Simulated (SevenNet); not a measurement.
We consider rock-salt NaBr, described by the machine-learned potential SevenNet-0 (trained on PBE and PBE+U data).

A third-order Birch–Murnaghan fit to the energies gives V0 = 27.443 Å³/atom, B0 = 19.5 GPa, B′ = 4.7.

```tsv
V (Å³/atom)	P (GPa)
25.795	1.400
26.207	___
26.619	0.638
27.030	0.306
27.442	0.001
27.853	-0.279
28.265	___
28.677	___
29.088	-0.993
```

Q: Estimate the withheld pressures from this fit; the answers are the runs' own values.

A: 
- 26.207, P (GPa): 1.002
- 28.265, P (GPa): -0.536
- 28.677, P (GPa): -0.773

The formula P = (3/2) B0 (x^(7/3) − x^(5/3)) [1 + (3/4)(B′ − 4)(x^(2/3) − 1)] with x = V0/V meets the computed pressures within 0.01 GPa when these rounded values are put in.

Measured, for comparison: bulk modulus 22.6 GPa (4 K, zero-point motion not removed; as tabulated in Doll and Stoll (1998), arXiv:cond-mat/9801031); equilibrium volume per atom 26.01 Å³/atom (low temperature, zero-point motion not removed; as tabulated in Doll and Stoll (1998), arXiv:cond-mat/9801031). Computed (rounded) less measured: bulk modulus -14 %, equilibrium volume per atom +5.5 %.

A machine-learned potential is trained on density-functional data: it inherits that level's misses and adds fitting errors of its own.

Static lattice: no zero-point or thermal effects.
